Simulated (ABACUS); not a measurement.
The system is MnO.

```
Mn O
1.0
     0.00000    2.22391    2.22391
     2.22391    0.00000    2.22391
     2.22391    2.22391    0.00000
Mn O
1 1
Direct
  0.00000 0.00000 0.00000
  0.50000 0.50000 0.50000
```

The cell is a database's computed one.

Base run:

| Property | Result |
| --- | --- |
| Program | ABACUS 3.10.1 |
| Functional | AM05 |
| Potentials or basis | SG15 ONCV 1.2 PBE |
| Cutoff | 1361 eV |
| Density cutoff | 5442 eV |
| Basis | DZP LCAO (the cutoffs set its grid) |
| k mesh | 7 × 7 × 7 |
| Occupations | fermi-dirac, width 0.05 eV |
| Spin | collinear spin, ferromagnetic start |
| Starting moments | [4.0, 0.0] μB |

Its results: band gap on the k mesh none (metal or under the smearing width); pressure -5.0 GPa; net moment 4.71 μB per cell; site moments Mn +4.60; O +0.11 μB.

**Question.** The run is repeated on the same cell with these changes: functional from AM05 to PBE. What comes out?

**Answer.** Band gap on the k mesh none (metal or under the smearing width); pressure 3.5 GPa; net moment 4.85 μB per cell; site moments Mn +4.73; O +0.12 μB.

PBE binds less tightly than AM05, so the same cell stands under more pressure.

Caveats: the atomic orbitals were generated for these runs and aren't a published set; the basis of atomic orbitals isn't converged, which shifts pressures, moduli and gaps; a cell with one magnetic atom can't hold antiferromagnetic order, which such compounds often take; semilocal functionals often make such compounds metallic where correlation or magnetic order opens a gap, which also shifts bond lengths; the potentials were made for another functional, which shifts forces and pressure (some runs).

Not every run made on this cell is shown here.
